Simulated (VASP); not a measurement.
Crystal: Li.

```
Li
1.0
    -1.75465    1.75465    1.75465
     1.75465   -1.75465    1.75465
     1.75465    1.75465   -1.75465
Li
1
Direct
  0.00000 0.00000 0.00000
```

```yaml
Program: VASP 6.6.1
Task: relaxation of cell and atoms
Functional: PBE
Potentials_or_basis: VASP PAW PBE potentials, release 64 (Li_sv)
Cutoff: 600 eV
k_mesh: 16 × 16 × 16
Occupations: tetrahedron
Spin: no spin polarisation
```

At the start: pressure -0.9 GPa; volume 21.61 Å³/atom.

Question: Where does the relaxation end?

Answer: Over 4 steps the energy falls by 4.8 meV/atom and the volume is 19.99 Å³/atom (-7.5 %); space group Im-3m (No. 229, to 0.05 Å).

Step by step:
```csv
step,energy change (eV),largest force (eV/Å),pressure (GPa),volume (Å³)
1,0.0000,0.0000,-0.91,21.61
2,-0.0019,0.0000,-0.72,21.23
3,-0.0047,0.0000,-0.18,20.28
4,-0.0048,0.0000,0.01,19.99
```

Final structure:
```cif
data_structure
_symmetry_space_group_name_H-M 'P 1'
_symmetry_Int_Tables_number 1
_cell_length_a 2.9615
_cell_length_b 2.9615
_cell_length_c 2.9615
_cell_angle_alpha 109.471
_cell_angle_beta 109.471
_cell_angle_gamma 109.471
_cell_volume 19.99
loop_
_atom_site_label
_atom_site_type_symbol
_atom_site_fract_x
_atom_site_fract_y
_atom_site_fract_z
_atom_site_occupancy
Li1 Li 0.00000 0.00000 0.00000 1
```

Caveat: the cutoff is under 1.25 times the usual one of these potentials, so pressure, stress and relaxed cells hold a basis-set (Pulay) error; tetrahedron occupations give inexact forces and stress in metals.
